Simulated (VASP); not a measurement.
# Ir (Fm-3m) in VASP: settings compared

The runs below take Ir through relaxation of cell and atoms, with r2SCAN, AM05, PBEsol.

All numbers are computed with VASP 6.6.1; they aren't measurements. Logs are shortened: lines on timing, memory, paths and dates and some standing lists are left out, and cuts for length are marked.

**1. The structure**

It takes space group Fm-3m (No. 225, cubic). Conventional cell: a = 3.854 Å, b = 3.854 Å, c = 3.854 Å, α = 90.00°, β = 90.00°, γ = 90.00°. Ir (site symmetry m-3m) is surrounded by 12 Ir at 2.72 Å.

**2. Relaxation of cell and atoms, r2SCAN**

INCAR reads:

```
SYSTEM = Ir
  ALGO = Normal
  EDIFF = 1E-7
  EDIFFG = -0.005
  ENCUT = 600
  IBRION = 2
  ISIF = 3
  ISMEAR = 1
  LASPH = .TRUE.
  LCHARG = .FALSE.
  LMIXTAU = .TRUE.
  LREAL = .FALSE.
  LWAVE = .FALSE.
  METAGGA = R2SCAN
  NELM = 80
  NSW = 90
  PREC = Accurate
  SIGMA = 0.1
```

KPOINTS reads:

```
k-points
0
G
  16 16 16
  0 0 0
```

POSCAR reads:

```
Ir                                      
1.0
    0.0000000000      1.9267836765      1.9267836765
    1.9267836765      0.0000000000      1.9267836765
    1.9267836765      1.9267836765      0.0000000000
  Ir            
     1
Direct
     0.0000000000000000    0.0000000000000000    0.0000000000000000
```

Potentials or basis: VASP PAW PBE potentials, release 64 (Ir).

Launch:

```console
cat potpaw_PBE.64/Ir/POTCAR > POTCAR
mpirun -np 1 vasp_std > vasp.out
```

OUTCAR:

```text
SYSTEM = Ir
   EDIFF = 1E-7
   EDIFFG = -0.005
   ENCUT = 600
   IBRION = 2
   ISIF = 3
   ISMEAR = 1
   LASPH = .TRUE.
   LREAL = .FALSE.
   METAGGA = R2SCAN
   NELM = 80
   NSW = 90
   PREC = Accurate

 ion  position               nearest neighbor table
   1  0.000  0.000  0.000-

  LATTYP: Found a face centered cubic cell.
 ALAT       =     3.8535673530

  Lattice vectors:

 A1 = (   0.0000000000,   1.9267836765,   1.9267836765)
 A2 = (   1.9267836765,   0.0000000000,   1.9267836765)
 A3 = (   1.9267836765,   1.9267836765,   0.0000000000)

Analysis of symmetry for initial positions (statically):
=====================================================================
 Subroutine PRICEL returns:
 Original cell was already a primitive cell.

 Routine SETGRP: Setting up the symmetry group for a
 face centered cubic supercell.

 Subroutine GETGRP returns: Found 48 space group operations
 (whereof 48 operations were pure point group operations)
 out of a pool of 48 trial point group operations.

The static configuration has the point symmetry O_h .

Analysis of symmetry for dynamics (positions and initial velocities):
=====================================================================
 Subroutine PRICEL returns:
 Original cell was already a primitive cell.

 Routine SETGRP: Setting up the symmetry group for a
 face centered cubic supercell.

 Subroutine GETGRP returns: Found 48 space group operations
 (whereof 48 operations were pure point group operations)
 out of a pool of 48 trial point group operations.

The dynamic configuration has the point symmetry O_h .

 Subroutine INISYM returns: Found 48 space group operations
 (whereof 48 operations are pure point group operations),
 and found     1 'primitive' translations

----------------------------------------------------------------------------------------

                                     Primitive cell

  volume of cell :      14.3064

  direct lattice vectors                    reciprocal lattice vectors
     0.000000000  1.926783676  1.926783676    -0.259499811  0.259499811  0.259499811
     1.926783676  0.000000000  1.926783676     0.259499811 -0.259499811  0.259499811
     1.926783676  1.926783676  0.000000000     0.259499811  0.259499811 -0.259499811

  length of vectors
     2.724883607  2.724883607  2.724883607     0.449466857  0.449466857  0.449466857

  position of ions in fractional coordinates (direct lattice)
     0.000000000  0.000000000  0.000000000

  ion indices of the primitive-cell ions
   primitive index   ion index
[... 79 lines left out ...]
   ISIF   =      3    stress and relaxation
   ISYM   =      2    0-nonsym 1-usesym 2-fastsym
   POTIM  = 0.5000    time-step for ionic-motion
   TEBEG  =    0.0;   TEEND  =   0.0 temperature during run
   PSTRESS=    0.0 pullay stress
   NELECT =       9.0000    total number of electrons
   NUPDOWN=      -1.0000    fix difference up-down
   EMIN   =  10.00;   EMAX   =-10.00  energy-range for DOS
   EFERMI =   0.00;   METHOD = LEGACY
   ISMEAR =     1;   SIGMA  =   0.10  broadening in eV -4-tet -1-fermi 0-gaus
   EFERMI_NEDOS =   21; number of points for ismear=-14 and -15
   IALGO  =     38    algorithm
   IMIX   =      4    mixing-type and parameters
     AMIX     =   0.40;   BMIX     =  1.00
     AMIX_MAG =   1.60;   BMIX_MAG =  1.00
  volume/ion in A,a.u.               =      14.31        96.54
  Fermi-wavevector in a.u.,A,eV,Ry     =   1.402747  2.650808 26.772176  1.967699
  Thomas-Fermi vector in A             =   2.525478
   LORBIT       =      0    0 simple, 1 ext, 2 COOP (PROOUT), +10 PAW based schemes
   METAGGA = R2SCAN    functional components
   LHFCALC =     F    Hartree Fock is set to
   AEXX    =    0.0000 exact exchange contribution
   IVDW    =     0    specifies the selected vdW correction
   LEPSILON=     F    determine dielectric tensor
   LRPA    =     F    only Hartree local field effects (RPA)
 conjugate gradient relaxation of ions
 non-spin polarized calculation
 Methfessel and Paxton  Order N= 1 SIGMA  =   0.10
  energy-cutoff  :      600.00
  volume of cell :       14.31
 maximum number of plane-waves:       531
 NGX is ok and might be reduce to    24
   NGX = 11   NGY = 11   NGZ = 11

 number of electron       9.0000000 magnetization

 Free energy of the ion-electron system (eV)
  ---------------------------------------------------
  ext. energy  EPLUGINS =         0.00000000
  ---------------------------------------------------
  free energy    TOTEN  =       -52.35712499 eV

  energy without entropy =      -52.35652605  energy(sigma->0) =      -52.35692534

 E-fermi :   9.9795     XC(G=0): -15.2480

 val. band max:        9.9633178852   @ k =  -0.3125   0.3125   0.0625
 cond. band min:       9.9936678716   @ k =   0.3125   0.1875   0.0000
 fundamental gap:      0.0303499864
 Fermi energy:         9.9794762340

 k-point     1 :       0.0000    0.0000    0.0000
  band No.  band energies     occupation
      1      -1.4212      2.00000
      2       6.0569      2.00000
      3       6.0569      2.00000
      4       6.0569      2.00000
      5       8.7193      2.00000
      6       8.7193      2.00000
      7      25.1071      0.00000
      8      30.9040      0.00000
[... 243 lines left out ...]
 k-point    24 :      -0.0625    0.0625    0.0000
  band No.  band energies     occupation
      1      -0.9493      2.00000
      2       5.7882      2.00000
      3       6.2426      2.00000
      4       6.2951      2.00000
      5       8.4601      2.00000
      6       8.7481      2.00000
      7      25.8929      0.00000
      8      29.1686      0.00000

 [... further k-points ...]

------------------------ aborting loop because EDIFF is reached ----------------------------------------

  FORCE on cell =-STRESS in cart. coord.  units (eV):
  Direction    XX          YY          ZZ          XY          YZ          ZX
  --------------------------------------------------------------------------------------
  -------------------------------------------------------------------------------------
  Total       -0.0018863     -0.0018863     -0.0018863      0.0000000     -0.0000000      0.0000000
  in kB       -0.2112505     -0.2112505     -0.2112505      0.0000000     -0.0000000      0.0000000
  external PRESSURE =      -0.2112505 kB  Pullay stress =       0.0000000 kB

 VOLUME and BASIS-vectors are now :
 -----------------------------------------------------------------------------
  energy-cutoff  :      600.00
  volume of cell :       14.31
      direct lattice vectors                 reciprocal lattice vectors
     0.000000000  1.926783676  1.926783676    -0.259499811  0.259499811  0.259499811
     1.926783676  0.000000000  1.926783676     0.259499811 -0.259499811  0.259499811
     1.926783676  1.926783676  0.000000000     0.259499811  0.259499811 -0.259499811

 POSITION                                       TOTAL-FORCE (eV/Angst)
 -----------------------------------------------------------------------------------
      0.00000      0.00000      0.00000         0.000000      0.000000     -0.000000
 -----------------------------------------------------------------------------------
    total drift:                               -0.000000      0.000000     -0.000000

  FREE ENERGIE OF THE ION-ELECTRON SYSTEM (eV)
  ---------------------------------------------------
  free  energy   TOTEN  =       -52.3571249878 eV

  energy  without entropy=      -52.3565260468  energy(sigma->0) =      -52.35692534

 reached required accuracy - stopping structural energy minimisation
```

CONTCAR:

```text
Ir
   1.00000000000000
     0.0000000000000000    1.9267836764999999    1.9267836764999999
     1.9267836764999999    0.0000000000000000    1.9267836764999999
     1.9267836764999999    1.9267836764999999    0.0000000000000000
  Ir
     1
Direct
     0.0000000000000000    0.0000000000000000    0.0000000000000000

  0.00000000E+00  0.00000000E+00  0.00000000E+00
```

Run time: 49 s. Hardware: 1 thread of Intel Xeon Platinum 8488C (Sapphire Rapids), shared host; peak memory 0.17 GiB.

Results:

| Property | Result |
| --- | --- |
| Free energy | -52.3571 eV |
| Pressure after relaxing | 0.0 GPa |
| Band gap on the k mesh | none (metal or under the smearing width) |

Final structure:
```cif
data_structure
_symmetry_space_group_name_H-M 'P 1'
_symmetry_Int_Tables_number 1
_cell_length_a 2.7249
_cell_length_b 2.7249
_cell_length_c 2.7249
_cell_angle_alpha 60.000
_cell_angle_beta 60.000
_cell_angle_gamma 60.000
_cell_volume 14.31
loop_
_atom_site_label
_atom_site_type_symbol
_atom_site_fract_x
_atom_site_fract_y
_atom_site_fract_z
_atom_site_occupancy
Ir1 Ir 0.00000 0.00000 0.00000 1
```

Levels at points of the mesh, in eV from the Fermi level:
```
           k point  band 2  band 3  band 4  band 5  band 6  band 7
(0.00, 0.00, 0.00)   -3.92   -3.92   -3.92   -1.26   -1.26   15.13
(0.50, 0.00, 0.00)   -4.07   -4.07   -0.67    0.93    0.93    7.56
(0.50, 0.50, 0.00)   -7.49    0.83    1.55    1.55    1.79   10.92
```

Caveat: the relaxation stopped at its first step, so nothing moved; the PAW data sets were made with another functional, which shifts forces and pressure a little. Spin-orbit coupling is left out, which matters for the levels of Ir.

[end of part 1 of 3]
